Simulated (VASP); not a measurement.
Runs of VASP 6.6.1 on Gd. The structure is cubic, space group Im-3m (No. 229). The conventional cell has a = 4.050 Å, b = 4.050 Å, c = 4.050 Å, α = 90.00°, β = 90.00°, γ = 90.00°. Gd (site symmetry m-3m) has 8 Gd at 3.51 Å as nearest neighbours. This isn't the form of Gd at room conditions, which is hcp.

```csv
task,cell,k mesh,cutoff (eV),smearing,target pressure,other keys,gap on the mesh (eV),pressure (GPa),moment (μB),relaxed volume (Å³/atom)
relaxation of cell and atoms,relaxed to 5 GPa,7 × 7 × 7,600,fermi-dirac 0.05 eV,5 GPa,-,none,5.0,7.54,-
relaxation of cell and atoms,relaxed to 2 GPa,7 × 7 × 7,600,fermi-dirac 0.05 eV,2 GPa,-,none,2.0,7.58,-
relaxation of cell and atoms,relaxed,7 × 7 × 7,600,fermi-dirac 0.05 eV,-,ALGO = All,none,0.0,7.63,33.15
single point,as given,11 × 11 × 11,900,gaussian 0.05 eV,-,-,none,0.1,(b),-
relaxation of cell and atoms,relaxed,7 × 7 × 7,600,fermi-dirac 0.05 eV,-,-,none,0.0,7.63,33.14
relaxation of cell and atoms,relaxed to 10 GPa,7 × 7 × 7,600,fermi-dirac 0.05 eV,10 GPa,-,none,10.0,(a),-
```

Alike in all rows: level PBE; potentials or basis VASP PAW PBE potentials, release 64 (Gd); spin collinear, ferromagnetic start.

Question: Estimate the missing entries.

Answer: (a) 7.53; (b) 7.67.

Caveats: spin-orbit coupling is left out, which moves the levels of the heavy elements; the cell is relaxed towards a set pressure, so the enthalpy falls and the energy may rise (some runs); the electronic state changed during the relaxation (some runs); the volume moved by over 15 % at a fixed basis, so the end points are rough (some runs).

A k mesh can miss the band edges, and the runs leave out spin-orbit coupling on Gd.

A gap of «none» marks a metal or a gap under the smearing width.
